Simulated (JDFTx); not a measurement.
BeS:

```
S Be
1.0
     0.00000    2.42500    2.42500
     2.42500    0.00000    2.42500
     2.42500    2.42500    0.00000
S Be
1 1
Direct
  0.75000 0.75000 0.75000
  0.00000 0.00000 0.00000
```

```yaml
Program: JDFTx 1.7.0 (patched build)
Task: single point
Functional: PBE
Potentials_or_basis: PseudoDojo-SR-PBE-0.5-standard with smoothed tails
Cutoff: 1197 eV
Density_cutoff: 9578 eV
k_mesh: 9 × 9 × 9
Occupations: fermi-dirac, width 0.05 eV
Spin: no spin polarisation
```

On this cell: pressure 1.7 GPa; largest force zero by symmetry; band gap on the k mesh 3.21 eV, indirect (least direct gap 5.66 eV).

The same run follows on a disturbed copy (atoms moved at random, drawn with an rms of 0.05 Å):

```
S Be
1.0
     0.00000    2.42500    2.42500
     2.42500    0.00000    2.42500
     2.42500    2.42500    0.00000
S Be
1 1
Direct
  0.75462 0.75952 0.73276
  0.99751 0.99053 0.00167
```

What does the disturbed cell give?

The energy moves by +10.3 meV/atom; pressure 2.0 GPa; largest force 0.594 eV/Å; band gap on the k mesh 2.97 eV, indirect (least direct gap 5.36 eV).

Forces in eV/Å, atoms in the order of the input:
```
S    0.054  0.245 -0.538
Be  -0.054 -0.245  0.538
```

Stress tensor (GPa, compression positive):
```
 2.03  1.65 -0.75
 1.65  1.99 -0.20
-0.75 -0.20  1.86
```

Caveats: an odd mesh through Γ misses points on the zone boundary, where band edges often lie; the empty levels aren't tightly converged (some runs).
